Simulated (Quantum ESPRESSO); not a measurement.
A run of Quantum ESPRESSO 7.5:

File pw.in:

```
&CONTROL
  calculation = 'scf'
  prefix = 'pwscf'
  outdir = './tmp'
  pseudo_dir = './pseudo'
  tprnfor = .true.
  tstress = .true.
  disk_io = 'low'
/
&SYSTEM
  ibrav = 0
  nat = 2
  ntyp = 2
  ecutwfc = 92
  nbnd = 14
  occupations = 'smearing'
  smearing = 'fd'
  degauss = 0.00367493
/
&ELECTRONS
  conv_thr = 4d-10
  electron_maxstep = 120
  mixing_beta = 0.5
/
ATOMIC_SPECIES
Ca    40.0780 Ca.upf
O     15.9990 O.upf
CELL_PARAMETERS angstrom
   0.0000000000    2.4035556960    2.4035556960
   2.4035556960    0.0000000000    2.4035556960
   2.4035556960    2.4035556960    0.0000000000
ATOMIC_POSITIONS crystal
Ca     0.0000000000    0.0000000000    0.0000000000
O      0.5000000000    0.5000000000    0.5000000000
K_POINTS automatic
4 4 4 1 1 1
```

File scf2.in:

```
&CONTROL
  calculation = 'scf'
  prefix = 'pwscf'
  outdir = './tmp'
  pseudo_dir = './pseudo'
  tprnfor = .true.
  tstress = .true.
  disk_io = 'low'
/
&SYSTEM
  ibrav = 0
  nat = 2
  ntyp = 2
  ecutwfc = 92
  nbnd = 14
  occupations = 'fixed'
/
&ELECTRONS
  conv_thr = 1d-11
  electron_maxstep = 120
  mixing_beta = 0.5
  startingpot = 'file'
  startingwfc = 'file'
/
ATOMIC_SPECIES
Ca    40.0780 Ca.upf
O     15.9990 O.upf
CELL_PARAMETERS angstrom
   0.0000000000    2.4035556960    2.4035556960
   2.4035556960    0.0000000000    2.4035556960
   2.4035556960    2.4035556960    0.0000000000
ATOMIC_POSITIONS crystal
Ca     0.0000000000    0.0000000000    0.0000000000
O      0.5000000000    0.5000000000    0.5000000000
K_POINTS automatic
4 4 4 1 1 1
```

File eels.in:

```
&LR_INPUT
  prefix = 'pwscf'
  outdir = './tmp'
  restart_step = 5000
  restart = .false.
/
&LR_CONTROL
  calculator = 'lanczos'
  approximation = 'RPA_with_CLFE'
  q1 = 0.306030216
  q2 = 0.306030216
  q3 = 0
  itermax = 400
/
```

spectrum.in

```
&LR_INPUT
  prefix = 'pwscf'
  outdir = './tmp'
  eels = .true.
  itermax0 = 400
  itermax = 20000
  extrapolation = 'osc'
  epsil = 0.05
  units = 1
  start = 0
  end = 40
  increment = 0.2
/
```

Potentials or basis: PseudoDojo 0.4.1 SR LDA stringent.

Run with:

```sh
$ OMP_NUM_THREADS=1 pw.x -in pw.in > pw.out
$ OMP_NUM_THREADS=1 pw.x -in scf2.in > scf2.out
$ OMP_NUM_THREADS=1 turbo_eels.x -in eels.in > eels.out
$ OMP_NUM_THREADS=1 turbo_spectrum.x -in spectrum.in > spectrum.out
```

Hardware: 1 thread of Arm Neoverse V1, on a shared host.

How long does it take, and how much memory?

Wall time 10 min on 1 thread of Arm Neoverse V1, with other jobs on the host, peak memory 0.5 GiB. Counts: scf iterations 13, k pools 1, bands 14, k points 10, g dense 22227.
